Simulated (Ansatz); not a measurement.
## 2H-NbSTe bilayer (2H stacking) in a perpendicular field

Wanted: the out-of-plane response of the 2H-NbSTe bilayer (2H stacking). A positive field points along +c.

Program: Ansatz 0.2.0. Level of theory: plane-wave DFT, PBE-D4, Ansatz PAW, in the first sound run; inputs show where later runs differ. Results are calculated unless marked as measured.

### Step 1. Starting point

The cell holds 6 atoms: 2 Te, 2 Nb and 2 S. Cell: a = 3.620 Å, b = 3.620 Å, c = 28.008 Å, α = 90.0°, β = 90.0°, γ = 120.0°. Regions: layer 1: 2H-NbSTe, 3 atoms (1 Te, 1 Nb and 1 S); layer 2: 2H-NbSTe, 3 atoms (1 Te, 1 Nb and 1 S). Vacuum lies along c.

### Step 2. Relaxation

The starting cell is a guess, so the in-plane lattice and the atoms are relaxed first, with the slab cut off from its images along the normal. The program lengthens the vector along the normal by itself, so c and the volume that it reports differ from the typed ones.

input.yaml reads:

```yaml
crystal:
  lattice:
    - [3.620432, 0.0, 0.0]
    - [-1.810216, 3.1353860847, 0.0]
    - [0.0, 0.0, 28.0079885252]
  atoms:
    - { symbol: Te, position: [0.3333333333, 0.6666666667, 0.3213368926] }
    - { symbol: Nb, position: [0.0, 0.0, 0.3918667239] }
    - { symbol: S, position: [0.3333333333, 0.6666666667, 0.4437660438] }
    - { symbol: Te, position: [0.0, 0.0, 0.5562339562] }
    - { symbol: Nb, position: [0.3333333333, 0.6666666667, 0.6267637875] }
    - { symbol: S, position: [0.0, 0.0, 0.6786631074] }
  periodic: [true, true, false]
kpoints:
  mp_grid: { grid: [12, 12, 1] }
hamiltonian:
  xc: pbe
  dispersion: d4
scf:
  occupations: { method: fermi_dirac, width: 0.05 }
  convergence: { dr2_threshold: 1.0e-09 }
relax:
  f_tol: 0.004
  max_steps: 90
  cell: {}
output:
  write_potential: true
  write_density: true
  volumetric_format: npy
```

Started as:

```
$ ansatz run input.yaml --threads 4 --pin off --max-ram 6144MiB --backend cpu --events-out ev --progress --plain --runs-dir out
```

Numbers of over 12 decimals in the logs are rounded to 6 here.

The program printed:

```text
Warning: crystal.periodic: the lattice vector that does not repeat stood 0.000° off the slab's normal, 28.008 Å along it as the deck builds it. The run solves the slab on a vector along the normal, 43.816 Å long, with every atom where it was (on the deck's vector they left 18.00 Å outside them, and the widest stretch free of ions among them is 3.15 Å). A fractional position that the run reports is one of the run's ce [...]
Warning: relax.cell: scf.convergence.dr2_threshold = 1e-9 eV is looser than the 1.49880243897e-10 eV advised for a relaxation that steers and ends on the stress (1e-10 eV for each atom of the cell: 6, times the square of relax.cell.stress_2d_tol = 0.05 N/m over 20.0 Å (the atoms' height at the walk's start and 5 Å past either face), 2.499e-2 GPa, over a crystal's default 0.05). What an SCF threshold leaves in a stress goes as its square root, and in the free energy as the threshold itself, and one threshold admits the most on a small cell: [figures from the program's tests cut] Set scf.convergence.dr2_threshold to 1.49880243897e-10 eV or tighter. [rest of the remark cut]
crystal.periodic: the lattice vector that does not repeat stood 0.000° off the slab's normal, 28.008 Å along it as the deck builds it. The run solves the slab on a vector along the normal, 43.816 Å long, with every atom where it was (on the deck's vector they left 18.00 Å outside them, and the widest stretch free of ions among them is 3.15 Å). A fractional position that the run reports is one of the run's cell, which [...]
Engine: ansatz 0.2.0, aarch64-unknown-linux-gnu
Pseudopotentials: kind: paw
Pseudopotential: Te, paw, valence charge 16, recommended cutoff 420 eV (normal), Te.paw.azcp
Pseudopotential: Nb, paw, valence charge 13, recommended cutoff 420 eV (normal), Nb.paw.azcp
Pseudopotential: S, paw, valence charge 6, recommended cutoff 420 eV (normal), S.paw.azcp
Functional definition: PBE
  parameter kappa = 0.804
  parameter beta = 0.066725
  exchange = pbe_x(kappa = kappa, mu = beta*pi^2/3)
  correlation = pbe_c(beta = beta)
Crystal: 6 atoms, lattice volume = 497.375 Å³
Basis set: ecut = 420 eV, 9603 PW (Γ), exchange–correlation on 50×50×600 points (8 copies of the dense FFT grid, shifted against one another)
Bands: 42, of which v1, the nominal top of the filled ones, is band 35 counted from 1 (34 counted from 0)
Symmetry: 6 space group operations
Space group: P3m1 (ITA 156), of the structure as read, at distance tolerance 7.9e-5 Å
k-points: 19 of 144 (time reversal used)
Non-local potential: Te, projectors of the file, l = 0: 2, l = 1: 2, l = 2: 2, l = 3: 2
Non-local potential: Nb, projectors of the file, l = 0: 3, l = 1: 2, l = 2: 2, l = 3: 1
Non-local potential: S, projectors of the file, l = 0: 2, l = 1: 2, l = 2: 2
PAW form: soft (Blöchl's): semilocal exchange-correlation on the pseudo side does not see the compensation charge
PAW one-centre angular grid: Te, 590 points (default); XC on 64 Gauss nodes
PAW one-centre angular grid: Nb, 590 points (default); XC on 64 Gauss nodes
PAW one-centre angular grid: S, 110 points (default); XC on 64 Gauss nodes
Initial density: superposition of atomic densities (neutral atoms: chi_scale 0, normalization atom), corrected by the library's trained network
Initial wavefunctions: pseudopotential atomic-orbital guess
Functional: x = pbe(κ = 0.804, μ = 0.219515), c = pbe(β = 0.066725)
SCF iter   1: F=—  HF=-24874.813844 eV  |F-HF|=—  |Δ(HF+E_count)|=         —  Δρ=5.04e-3  dr2=5.79e0  ethr=1.77e-3  ⟨swp⟩=12.3  Hψ=4721  notcnv=0  defer=8
preconditioner: auto → LDOS  [metal: Δε(μ)=0.027 eV  Ē_g=6.703 eV  σ=0.050 eV  W_gap=0.13  n_scr=26 (ndim 8)  ℏωp=9.7 eV  f_vac=0.687  D(μ)=7.44/eV (n_scr^D=22)  β→1.0]
SCF iter   2: F=—  HF=-24874.776399 eV  |F-HF|=—  |Δ(HF+E_count)|=   3.74e-2  Δρ=1.57e-3  dr2=1.15e-1  ethr=1.77e-3  ⟨swp⟩=2.1  Hψ=1007  notcnv=0  defer=28
SCF iter   3: F=—  HF=-24874.772863 eV  |F-HF|=—  |Δ(HF+E_count)|=   3.54e-3  Δρ=5.63e-4  dr2=9.85e-3  ethr=1.64e-4  ⟨swp⟩=3.5  Hψ=1313  notcnv=0  defer=35
SCF iter   4: F=—  HF=-24874.772552 eV  |F-HF|=—  |Δ(HF+E_count)|=   3.11e-4  Δρ=2.10e-4  dr2=1.02e-3  ethr=1.41e-5  ⟨swp⟩=2.9  Hψ=1235  notcnv=0  defer=35
SCF iter   5: F=—  HF=-24874.772616 eV  |F-HF|=—  |Δ(HF+E_count)|=   6.45e-5  Δρ=5.64e-5  dr2=5.38e-5  ethr=1.45e-6  ⟨swp⟩=3.1  Hψ=1390  notcnv=0  defer=35
SCF iter   6: F=—  HF=-24874.772677 eV  |F-HF|=—  |Δ(HF+E_count)|=   6.07e-5  Δρ=2.14e-5  dr2=7.68e-6  ethr=7.69e-8  ⟨swp⟩=3.2  Hψ=1535  notcnv=0  defer=35
SCF iter   7: F=—  HF=-24874.772669 eV  |F-HF|=—  |Δ(HF+E_count)|=   7.80e-6  Δρ=1.08e-5  dr2=2.34e-6  ethr=1.10e-8  ⟨swp⟩=3.4  Hψ=1635  notcnv=0  defer=35
SCF iter   8: F=—  HF=-24874.772642 eV  |F-HF|=—  |Δ(HF+E_count)|=   2.70e-5  Δρ=4.12e-6  dr2=3.87e-7  ethr=3.35e-9  ⟨swp⟩=2.7  Hψ=1451  notcnv=0  defer=35
SCF iter   9: F=—  HF=-24874.772642 eV  |F-HF|=—  |Δ(HF+E_count)|=   1.18e-7  Δρ=1.60e-6  dr2=7.97e-8  ethr=5.53e-10  ⟨swp⟩=3.2  Hψ=1521  notcnv=0  defer=35
SCF iter  10: F=—  HF=-24874.772642 eV  |F-HF|=—  |Δ(HF+E_count)|=   7.31e-9  Δρ=6.53e-7  dr2=5.54e-9  ethr=1.14e-10  ⟨swp⟩=2.9  Hψ=1380  notcnv=0  defer=35
SCF iter  11: F=—  HF=-24874.772642 eV  |F-HF|=—  |Δ(HF+E_count)|=   6.85e-9  Δρ=3.69e-7  dr2=4.84e-9  ethr=1.43e-12  ⟨swp⟩=12.7  Hψ=6206  notcnv=0
SCF iter  12: F=-24874.772642 eV  HF=-24874.772642 eV  |F-HF|=1.34e-9  |Δ(HF+E_count)|=   1.58e-9  Δρ=8.90e-8  dr2=2.07e-10  ethr=1.43e-12  ⟨swp⟩=9.1  Hψ=5370  notcnv=0
SCF 1 converged in 12 iterations: F = -24874.772642 eV  dr2 = 2.07e-10
  greatest PAW one-centre occupation: 0.998 electrons in one spin orbital (limit 2), on the Nb atom at site 4 (counted from 0), in its partial waves of l = 0
relax step   1: F+E_penalty+E_count = -24874.77264199 eV  Δ(F+E_penalty+E_count) = +0.000e0 eV  max|allowed force component| = 1.021e0 eV/Å  Δτ_max = 0.0000 Å  P = -10.423 N/m  Ω = 497.375 Å³  fix = [c, alpha, beta]  reactions: c +0.000 N/m  (12 SCF iters, accepted)
Crystal: 6 atoms, lattice volume = 451.358 Å³
Basis set: ecut = 420 eV, 8763 PW (Γ), exchange–correlation on 50×50×600 points (8 copies of the dense FFT grid, shifted against one another)
Initial density: handed on by an earlier stage of this run
Initial wavefunctions: those handed on with the density
iter 1 solved again at ethr=1.70e-3 eV; its pass at ethr=3.10e-3 eV (dr2=1.19e0 eV) is discarded
SCF iter   1: F=—  HF=-24875.017839 eV  |F-HF|=—  |Δ(HF+E_count)|=         —  Δρ=7.81e-3  dr2=1.19e0  ethr=1.70e-3  ⟨swp⟩=1.7  Hψ=5629  notcnv=0
[...]
SCF iter   5: F=—  HF=-24875.080888 eV  |F-HF|=—  |Δ(HF+E_count)|=   1.25e-4  Δρ=1.07e-4  dr2=1.31e-4  ethr=2.24e-6  ⟨swp⟩=3.2  Hψ=1435  notcnv=0
SCF iter   6: F=—  HF=-24875.080873 eV  |F-HF|=—  |Δ(HF+E_count)|=   1.44e-5  Δρ=3.36e-5  dr2=1.53e-5  ethr=1.87e-7  ⟨swp⟩=3.4  Hψ=1623  notcnv=0
SCF iter   7: F=—  HF=-24875.080855 eV  |F-HF|=—  |Δ(HF+E_count)|=   1.84e-5  Δρ=1.65e-5  dr2=5.16e-6  ethr=2.19e-8  ⟨swp⟩=2.9  Hψ=1540  notcnv=0
SCF iter   8: F=—  HF=-24875.080822 eV  |F-HF|=—  |Δ(HF+E_count)|=   3.26e-5  Δρ=5.87e-6  dr2=6.77e-7  ethr=7.38e-9  ⟨swp⟩=3.6  Hψ=1553  notcnv=0
SCF iter   9: F=—  HF=-24875.080823 eV  |F-HF|=—  |Δ(HF+E_count)|=   2.42e-7  Δρ=2.40e-6  dr2=1.18e-7  ethr=9.67e-10  ⟨swp⟩=2.7  Hψ=1367  notcnv=0
SCF iter  10: F=—  HF=-24875.080823 eV  |F-HF|=—  |Δ(HF+E_count)|=   9.65e-8  Δρ=1.02e-6  dr2=1.75e-8  ethr=1.69e-10  ⟨swp⟩=3.2  Hψ=1435  notcnv=0
SCF iter  11: F=—  HF=-24875.080823 eV  |F-HF|=—  |Δ(HF+E_count)|=   7.43e-9  Δρ=3.52e-7  dr2=1.19e-9  ethr=2.50e-11  ⟨swp⟩=3.4  Hψ=1523  notcnv=0
SCF iter  12: F=-24875.080823 eV  HF=-24875.080823 eV  |F-HF|=3.18e-9  |Δ(HF+E_count)|=   2.75e-9  Δρ=1.43e-7  dr2=2.34e-10  ethr=1.43e-12  ⟨swp⟩=11.7  Hψ=5856  notcnv=0
SCF 3 converged in 12 iterations: F = -24875.080823 eV  dr2 = 2.34e-10
relax step   3: F+E_penalty+E_count = -24875.08082262 eV  Δ(F+E_penalty+E_count) = -1.745e-1 eV  max|allowed force component| = 3.634e-1 eV/Å  Δτ_max = 0.1023 Å  P = +0.030 N/m  Ω = 457.102 Å³  energy of the carried Pulay correction = +1.464e-3 eV  fix = [c, alpha, beta]  reactions: c +0.000 N/m  (12 SCF iters, accepted)
[...]
relax step   4: F+E_penalty+E_count = -24875.10527228 eV  Δ(F+E_penalty+E_count) = -2.445e-2 eV  max|allowed force component| = 3.843e-2 eV/Å  Δτ_max = 0.0915 Å  P = -0.600 N/m  Ω = 463.901 Å³  energy of the carried Pulay correction = +1.208e-3 eV  fix = [c, alpha, beta]  reactions: c -0.000 N/m  (12 SCF iters, accepted)
[...]
relax step   5: F+E_penalty+E_count = -24875.10618151 eV  Δ(F+E_penalty+E_count) = -9.092e-4 eV  max|allowed force component| = 7.872e-3 eV/Å  Δτ_max = 0.0055 Å  P = -0.064 N/m  Ω = 462.116 Å³  energy of the carried Pulay correction = +1.275e-3 eV  fix = [c, alpha, beta]  reactions: c -0.000 N/m  (9 SCF iters, accepted)
[...]
relax step   6: F+E_penalty+E_count = -24875.10620630 eV  Δ(F+E_penalty+E_count) = -2.480e-5 eV  max|allowed force component| = 3.169e-3 eV/Å  Δτ_max = 0.0033 Å  P = +0.002 N/m  Ω = 461.858 Å³  energy of the carried Pulay correction = +1.285e-3 eV  fix = [c, alpha, beta]  reactions: c +0.000 N/m  (8 SCF iters, accepted)
Basis set: ecut = 420 eV, 8985 PW (Γ), exchange–correlation on 48×48×600 points (8 copies of the dense FFT grid, shifted against one another)
Initial wavefunctions: pseudopotential atomic-orbital guess (no wavefunctions were taken with the density)
iter 1 solved again at ethr=7.34e-8 eV; its pass at ethr=3.10e-3 eV (dr2=5.14e-5 eV) is discarded
SCF iter   1: F=—  HF=-24875.105012 eV  |F-HF|=—  |Δ(HF+E_count)|=         —  Δρ=4.43e-5  dr2=1.19e-6  ethr=7.34e-8  ⟨swp⟩=6.2  Hψ=8485  notcnv=0
SCF iter   2: F=—  HF=-24875.104912 eV  |F-HF|=—  |Δ(HF+E_count)|=   1.00e-4  Δρ=8.28e-6  dr2=2.68e-7  ethr=1.70e-9  ⟨swp⟩=3.3  Hψ=1797  notcnv=0
SCF iter   3: F=—  HF=-24875.104912 eV  |F-HF|=—  |Δ(HF+E_count)|=   1.69e-7  Δρ=1.78e-6  dr2=1.37e-8  ethr=3.83e-10  ⟨swp⟩=3.3  Hψ=1918  notcnv=0
SCF iter   4: F=—  HF=-24875.104912 eV  |F-HF|=—  |Δ(HF+E_count)|=   2.43e-8  Δρ=3.49e-7  dr2=1.23e-9  ethr=1.96e-11  ⟨swp⟩=3.3  Hψ=1797  notcnv=0
SCF iter   5: F=-24875.104912 eV  HF=-24875.104912 eV  |F-HF|=1.05e-9  |Δ(HF+E_count)|=   2.18e-9  Δρ=1.17e-7  dr2=2.03e-10  ethr=1.43e-12  ⟨swp⟩=16.8  Hψ=6969  notcnv=0
SCF 7 converged in 5 iterations: F = -24875.104912 eV  dr2 = 2.03e-10
relax step   7: F+E_penalty+E_count = -24875.10491159 eV  Δ(F+E_penalty+E_count) = +1.295e-3 eV  max|allowed force component| = 3.405e-3 eV/Å  Δτ_max = 0.0000 Å  P = +0.001 N/m  Ω = 461.858 Å³  fix = [c, alpha, beta]  reactions: c +0.000 N/m  stress off target by 7.33e-4 N/m on what of the cell is left free  SCF on the basis re-selected at this cell (its energy is not comparable with the rows above)  (5 SCF iters)
basis re-selected at this cell: Δ(F+E_penalty+E_count) = +1.295e-3 eV, ΔP = -0.001 N/m vs the last step (what re-selecting the basis moved, of the pressure what is left beyond the Pulay correction that the steps carried, after the strain that the cell walked since its last selection, with what the two solves' SCF thresholds leave and, on support functions, any second-order correction that the steps lacked; it is no measure of the basis error at this ecutwfc). The dense FFT grid was sized anew with the basis: this SCF ran on 24×24×300 points, the steps before it on 25×25×300, so part of this shift can come from that change (see relax.cell in the input reference). [rest of the remark cut]
SCF converged after 5 iterations
Free energy (F): -24875.104912 eV
Harris-Foulkes:  -24875.104912 eV  (|F-HF|=1.05e-9)
Internal energy: -24875.039122 eV  (E = F + TS)
E sigma→0 (E₀):  -24875.072017 eV
Entropy (-TS):   -0.065790 eV (-10.965 meV/atom)
Fermi energy:    -5.219031 eV
--- Per-component energies (eV) ---
  E_band       = -1849.503305
  E_kinetic    = 1364.762138
  E_local      = -294779.346954  (includes V_loc(G=0)·N_el)
  E_nonlocal   = -324.738681
  E_hartree    = 146842.336993
  E_xc         = -794.761254
  E_vxc        = -810.290768  (∫ρ·V_xc dr)
  E_paw        = -16672.071690  (= ΣΔE_a)
  E_vpaw       = -984.565990  (= ΣTr[D̂ρ^β])
  E_aug_tail   = -0.000328  (compensation charges beyond the density's cutoff)
  E_ewald      = 139490.882573
  E_disp       = -2.101919  (pairwise vdW)
  E_smearing   = -0.065790  (= −TS)
  E_closure    = -0.000000  (closes the sum)
  Σ components = -24875.104912   (vs F -24875.104912, Δ=0.00e0)
--- Forces (eV/Å), atoms counted from 1 ---
  atom   1  Te     0.00000000    -0.00000000     0.00045142
  atom   2  Nb     0.00000000    -0.00000000    -0.00221389
  atom   3  S      0.00000000    -0.00000000     0.00314389
  atom   4  Te    -0.00000000     0.00000000    -0.00340453
  atom   5  Nb    -0.00000000     0.00000000     0.00268795
  atom   6  S     -0.00000000     0.00000000    -0.00066061
  max |Σ_I F_I| component: 4.23e-6 eV/Å
--- 2D stress c σ (N/m, compression-positive) ---
        0.000733       0.000000       0.000000
        0.000000       0.000733       0.000000
        0.000000       0.000000       0.000000
  P = ½ c Tr σ = 0.0007 N/m
--- Band table (eV; the first three rows and the last of 19) ---
  k-point 0: bands = [... 31 lower, -5.6478, -5.6125, -5.6125, -4.4056, -4.0865, -2.4137, -2.4137, -2.3375, ... 3 higher]
  k-point 1: bands = [... 31 lower, -5.7867, -5.7297, -5.6939, -4.4760, -4.2887, -2.4718, -2.4425, -2.3409, ... 3 higher]
  k-point 2: bands = [... 31 lower, -6.1757, -5.8682, -5.8384, -4.8035, -4.7596, -3.0326, -2.9044, -2.4945, ... 3 higher]
  k-point 18: bands = [... 31 lower, -7.9770, -6.8554, -6.7423, -5.0434, -4.9671, -3.5753, -3.5573, -2.5780, ... 3 higher]
  the weakly bound empty levels are not read free of the cell's end (no_gap_told)
--- Relaxed structure (6 steps of the walk, 6 accepted, 1 SCFs on fresh bases) ---
  F+E_penalty+E_count = -24875.10491159 eV   max|allowed force component| = 3.405e-3 eV/Å   (the final SCF, on the basis selected at the relaxed cell)
  cell:  # Å, volume = 461.8584 Å³
    - [3.488774, -9.744625841766936e-18, 0]
    - [-1.744387, 3.021367, 0]
    - [0, 0, 43.815977]
  atoms:
    - { symbol: Te, position: [0.333333, 0.666667, 0.206998] }
    - { symbol: Nb, position: [0, -2.775557561562891e-17, 0.251631] }
    - { symbol: S, position: [0.333333, 0.666667, 0.284106] }
    - { symbol: Te, position: [0, -2.775557561562893e-17, 0.354927] }
    - { symbol: Nb, position: [0.333333, 0.666667, 0.399849] }
    - { symbol: S, position: [0, -2.7755575615628926e-17, 0.432054] }
```

It took 95 s on 4 threads of Arm Neoverse V2, shared host; peak memory 0.99 GiB.

Relaxation path:

| step | energy less that of the first step (eV) | largest force component (eV/Å) | volume (Å³) |
| --- | --- | --- | --- |
| 1 | 0.0000 | 1.0208 | 497.37 |
| 2 | -0.1337 | 1.6748 | 451.36 |
| 3 | -0.3082 | 0.3634 | 457.10 |
| 4 | -0.3326 | 0.0384 | 463.90 |
| 5 | -0.3335 | 0.0079 | 462.12 |
| 6 | -0.3336 | 0.0032 | 461.86 |
| 7* | -0.3323 | 0.0034 | 461.86 |

Relaxation steps marked * repeat the geometry before them on a plane-wave basis chosen anew for their cell, so energy and pressure can jump there.

The run keeps the 6 symmetry operations that it works with, so distortions that break them were not tested.

| cell as run | before | after | change |
| --- | --- | --- | --- |
| a (Å) | 3.620 | 3.489 | -3.6 % |
| b (Å) | 3.620 | 3.489 | -3.6 % |

The atoms that moved most (Å, along periodic axes as changes of fractional coordinates times the final cell, across vacuum about the mean position):

| atom | dx | dy | dz | length |
| --- | --- | --- | --- | --- |
| S6 | 0.000 | 0.000 | -0.077 | 0.077 |
| Te1 | 0.000 | 0.000 | 0.070 | 0.070 |
| Nb2 | 0.000 | 0.000 | 0.050 | 0.050 |
| Nb5 | 0.000 | 0.000 | -0.035 | 0.035 |
| Te4 | 0.000 | 0.000 | -0.028 | 0.028 |
| S3 | 0.000 | 0.000 | 0.019 | 0.019 |

Final coordinates:

```xyz
6
Lattice="3.4888 0.0000 0.0000 -1.7444 3.0214 0.0000 0.0000 0.0000 43.8160" Properties=species:S:1:pos:R:3
Te    0.0000    2.0142    9.0698
Nb    0.0000    0.0000   11.0255
S     0.0000    2.0142   12.4484
Te    0.0000    0.0000   15.5515
Nb    0.0000    2.0142   17.5198
S     0.0000    0.0000   18.9309
```

This step gave:

* energy at zero smearing: -24875.0720 eV

The lattice constant a goes from 3.620 to 3.489 Å.

(Continued in part 2 of 3.)

[Logs are printed without paths, hosts, clocks, repeated set-up lines and the standing remarks that a program may print on its own settings, such as how far it seeks lower states.]

[Hosts, paths, dates, database ids (printed as entryN), source tags and the programs' standing remarks are cut or masked in the printed files.]

[Maps of the electrostatic potential energy from Ansatz leave out the sawtooth potential of an applied field or a dipole correction, so their vacuum need not be flat; planar profiles and work functions include it.]
